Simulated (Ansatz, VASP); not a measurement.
MgO2 in VASP and in Ansatz

```
CELL_PARAMETERS angstrom
1.65310 0.95442 3.49440
-1.65310 0.95442 3.49440
0.00000 -1.90883 3.49440
ATOMIC_POSITIONS crystal
Mg 0.00000 0.00000 0.00000
O 0.39958 0.39958 0.39958
O 0.60042 0.60042 0.60042
```

Alike in both runs: task single point; functional PBEsol; k mesh 12 × 12 × 12; occupations gaussian, width 0.02 eV; no spin polarisation.

|  | VASP | Ansatz |
| --- | --- | --- |
| version | VASP 6.6.1 | Ansatz 0.2.0 |
| potentials or method | VASP PAW PBE potentials, release 64 (Mg, O) | scalar-relativistic, plane waves, PAW |
| plane-wave cutoff (eV) | 520 | 420 |
| valence electrons in the cell | 14 | 22 |

```csv
,VASP,Ansatz,Ansatz less VASP
gap on the k mesh at the Fermi level (eV),none,none,-
pressure (GPa),1.0,1.4,+0.38
largest component of the traceless stress (GPa),10.12,10.27,+0.145
rms of the force components (eV/Å),1.806,1.807,+0.0005
```

Atom by atom the forces differ by 0.001 eV/Å (rms over components). A gap of «none» marks a metal or a gap that the smearing closes. With one functional, cell and mesh, what is left measures potentials, basis and numerics. The two sets of potentials don't hold the same shells in valence.

Caveats: the PAW data sets were made with another functional, which shifts forces and pressure a little (VASP).
